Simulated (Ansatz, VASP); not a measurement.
# Two plane-wave programs on CdSe

```
Cd Se
1.0
     0.00000    2.87396    2.87396
     2.87396    0.00000    2.87396
     2.87396    2.87396    0.00000
Cd Se
1 1
Direct
  0.00000 0.00000 0.00000
  0.50000 0.50000 0.50000
```

Measurements of this composition are mostly on another form, of space group No. 186.

Alike in both runs: task single point; functional LDA; k mesh 6 × 6 × 6; occupations gaussian, width 0.1 eV; no spin polarisation.

|  | VASP | Ansatz |
| --- | --- | --- |
| version | VASP 6.6.1 | Ansatz 0.2.0 |
| potentials or method | VASP PAW LDA potentials, release 64 (Cd, Se) | scalar-relativistic, plane waves, PAW |
| plane-wave cutoff (eV) | 520 | 420 |
| valence electrons in the cell | 18 | 36 |

```tsv
	VASP	Ansatz	Ansatz less VASP
gap on the k mesh at the Fermi level (eV)	none	none	-
pressure (GPa)	-5.5	-5.9	-0.42
```

A gap of «none» marks a metal or a gap that the smearing closes. The two sets of potentials don't hold the same shells in valence.
